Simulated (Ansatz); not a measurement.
The system is Zn.

```
CELL_PARAMETERS angstrom
0.00000 1.96478 1.96478
1.96478 0.00000 1.96478
1.96478 1.96478 0.00000
ATOMIC_POSITIONS crystal
Zn 0.00000 0.00000 0.00000
```

This isn't the form of Zn at room conditions, which is hcp.

Base run:

- Program: Ansatz 0.2.0
- Functional: PBEsol
- Potentials or basis: all-electron LAPW, non-relativistic
- Cutoff: 239 eV (chosen from the basis error)
- Basis error allowed: 0.001 eV/atom
- k mesh: 12 × 12 × 12
- Occupations: fermi-dirac, width 0.05 eV
- Spin: no spin polarisation

Its results: pressure -3.5 GPa.

Q: The run is repeated on the same cell with these changes: potentials or basis from all-electron LAPW, non-relativistic to all-electron PAW datasets made for the crystal. What comes out?

A: Pressure -5.2 GPa.

The runs don't all hold the same shells in valence.
